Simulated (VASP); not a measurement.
A run of VASP 6.6.1 is set up as follows.

Contents of INCAR:

```
  ALGO = Normal
  EDIFF = 1E-6
  EDIFFG = -0.01
  ENCUT = 600
  GGA = PS
  IBRION = 2
  ISIF = 3
  ISMEAR = 0
  KPAR = 2
  LASPH = True
  LCHARG = False
  LREAL = False
  LWAVE = False
  NELM = 80
  NSW = 90
  PREC = Accurate
  SIGMA = 0.03
```

File KPOINTS:

```
k-points
0
Gamma
  12 12 12
```

Contents of POSCAR:

```
CO2
1.0
   -1.7759000000      1.7759000000      2.9592000000
    1.7759000000     -1.7759000000      2.9592000000
    1.7759000000      1.7759000000     -2.9592000000
C O
2 4
Direct
    0.0000000000      0.0000000000      0.0000000000
    0.7500000000      0.2500000000      0.5000000000
    0.3750000000      0.3390000000      0.4640000000
    0.6610000000      0.1250000000      0.0360000000
    0.8750000000      0.9110000000      0.5360000000
    0.0890000000      0.6250000000      0.9640000000
```

Potentials or basis: VASP PAW PBE potentials, release 64 (C, O).

Run with:

```sh
$ cat potpaw_PBE.64/C/POTCAR potpaw_PBE.64/O/POTCAR > POTCAR
$ mpirun -np 2 vasp_std > vasp.out
```

Q: Predict the space group after relaxing (to 0.05 Å).

A: I-42d (No. 122).

Q: What does it give for the relaxed cell?

A: a = 4.065 Å, b = 4.065 Å, c = 4.065 Å, α = 122.22°, β = 122.22°, γ = 86.20°.

Q: What does it give for the relaxed volume?

A: 7.63 Å³/atom.

Stress tensor (GPa, compression positive):
```
-0.16  0.00  0.00
 0.00 -0.16  0.00
 0.00  0.00  0.20
```

Caveat: the volume moved by over 15 % at a fixed basis, so the end points are rough; the PAW data sets were made with another functional, which shifts forces and pressure a little; the volume moved by +23 % from the deposited cell, more than functionals usually miss. Zero-point motion and thermal expansion aren't in these numbers.
